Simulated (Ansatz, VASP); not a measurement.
**One calculation of As, two programs**

Contents of INCAR:

```
  PREC = Accurate
  ENCUT = 520
  EDIFF = 1E-6
  ISMEAR = -1
  SIGMA = 0.05
  LREAL = F
  LASPH = T
  NELM = 100
  ALGO = Normal
  ISIF = 2
  LWAVE = F
  LCHARG = F
  GGA = CA
  NBANDS = 12
```

The input KPOINTS:

```
Automatic mesh
0
Gamma
  13 13 13
```

File POSCAR:

```
As
1.0
    0.0000000000      2.7071634945      2.7071634945
    2.7071634945      0.0000000000      2.7071634945
    2.7071634945      2.7071634945      0.0000000000
As
2
Direct
   -0.1250000000     -0.1250000000     -0.1250000000
    0.1250000000      0.1250000000      0.1250000000
```

Input for Ansatz:

```yaml
crystal:
  lattice:
    - [0.0, 2.7071634945, 2.7071634945]
    - [2.7071634945, 0.0, 2.7071634945]
    - [2.7071634945, 2.7071634945, 0.0]
  atoms:
    - { symbol: As, position: [-0.125, -0.125, -0.125] }
    - { symbol: As, position: [0.125, 0.125, 0.125] }
kpoints:
  mp_grid: { grid: [13, 13, 13] }
scf:
  occupations: { method: fermi_dirac, width: 0.05 }
hamiltonian:
  xc: lda
  pseudopotentials: { kind: paw }
output:
  forces: true
  stress: true
  eigenvalues: true
  populations: true
```

Change from the starting cell: volume scaled by 0.75, PAW files.

Alike in both runs: task single point; functional LDA; k mesh 13 × 13 × 13; occupations fermi-dirac, width 0.05 eV; no spin polarisation.

|  | VASP | Ansatz |
| --- | --- | --- |
| version | VASP 6.6.1 | Ansatz 0.2.0 |
| potentials or method | VASP PAW LDA potentials, release 64 (As) | PAW with Ansatz's default frozen-core files, scalar-relativistic |
| plane-wave cutoff (eV) | 520 | 420 |
| valence electrons in the cell | 10 | 30 |

```csv
,VASP,Ansatz,Ansatz less VASP
pressure (GPa),27.6,26.6,-0.98
```

The two sets of potentials don't hold the same shells in valence.

Caveats: so large a pressure means that the cell lies far from this level's equilibrium, or that cutoff or potentials fall short (VASP).
